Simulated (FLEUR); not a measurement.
Fe under changes of volume

One of the cells (12.019 Å³/atom); the others are scaled copies at fixed shape and fractional positions:

```
Fe
1.0
    -1.44300    1.44300    1.44300
     1.44300   -1.44300    1.44300
     1.44300    1.44300   -1.44300
Fe
1
Direct
  0.00000 0.00000 0.00000
```

* Program: FLEUR MaX-R8.1 (later development tree)
* Functional: SCAN
* Potentials or basis: all-electron
* Basis: FLAPW
* Kmax: 4.58 1/bohr
* k mesh: 13 × 13 × 13
* Occupations: fermi-dirac, width 0.05 eV
* Spin: collinear spin, ferromagnetic start
* Starting moments: [3.0] μB

| volume (Å³/atom) | energy over the lowest point (meV/atom) | moment (μB per cell) |
| --- | --- | --- |
| 11.298 | 5.18 | 2.64 |
| 11.538 | 0.00 | 2.65 |
| 12.019 | 8.84 | 2.66 |
| 12.499 | ? | ? |
| 12.740 | 60.02 | 2.69 |

What does the run at 12.499 Å³/atom give?

Energy over the lowest point 38.75 meV/atom; moment 2.68 μB per cell.

Worked out: A Birch-Murnaghan fit of order 2 (a polynomial in V^(-2/3)) to the other rows has its minimum at 11.60 Å³/atom with B0 = V·E''(V) = 202 GPa. It gives 38.47 meV/atom at 12.499 Å³/atom, against the run's 38.75. A straight line through the other rows of the moment, of slope 0.0337 μB per Å³/atom, gives 2.68 μB, against the run's 2.68.

Energies are extrapolated to zero smearing.

Caveats: the meta-GGA is that of a development version, with a GGA for the radial functions and cores and without core tails.
